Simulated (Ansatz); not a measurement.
## Phases of Be at 11 GPa

Structure types of Be are relaxed in primitive cells with their symmetry kept at 11 GPa, first on PAW files, then by LAPW. The enthalpy is E + pV at zero temperature, without zero-point motion. Only the types listed were tried, and differences under about 5 meV/atom are mesh noise.

Level of theory: DFT with PBE, scalar-relativistic, in Ansatz 0.2.0; Fermi–Dirac smearing of 0.08 eV, no spin polarisation. LAPW: all electrons, basis error target 0.5 meV/atom; PAW: frozen-core files, cutoff 420 eV.

k meshes: fcc 21×21×21, bcc 22×22×22, hcp 20×20×11, omega 11×11×15, beta tin 21×21×21, sc 19×19×19.

Question: Order the types by LAPW enthalpy, lowest first.
A. hcp
B. fcc
C. omega
D. bcc
E. beta tin
F. sc

Answer: A (0 meV/atom), B (78 meV/atom), D (96 meV/atom), C (198 meV/atom), E (812 meV/atom), F (1147 meV/atom).

| start type | ends as | a, b, c (Å) | V (Å³/atom) | H − H(lowest), LAPW (meV/atom) | same, PAW |
| --- | --- | --- | --- | --- | --- |
| fcc | fcc, Fm-3m | 3.075, 3.075, 3.075 | 7.27 | 78.1 | 78.1 |
| bcc | bcc, Im-3m | 2.436, 2.436, 2.436 | 7.23 | 96.2 | 96.2 |
| hcp | hcp, P6_3/mmc | 2.205, 2.205, 3.473 | 7.31 | 0.0 | 0.0 |
| omega | omega, P6/mmm | 3.479, 3.479, 2.121 | 7.41 | 197.7 | 197.6 |
| beta tin | beta tin, I4_1/amd | 4.044, 4.044, 2.058 | 8.41 | 812.1 | 811.6 |
| sc | sc, Pm-3m | 2.088, 2.088, 2.088 | 9.11 | 1146.6 | 1146.0 |

Question: Split the lead of hcp over fcc into energy and pV.

Answer: For fcc less hcp: ΔE = +81.3 meV/atom, and p·ΔV = 11 GPa × -0.0454 Å³ × 6.242 meV/(GPa·Å³) = -3.1 meV/atom, together 78.2 meV/atom. hcp wins by its internal energy, though it is the less dense.
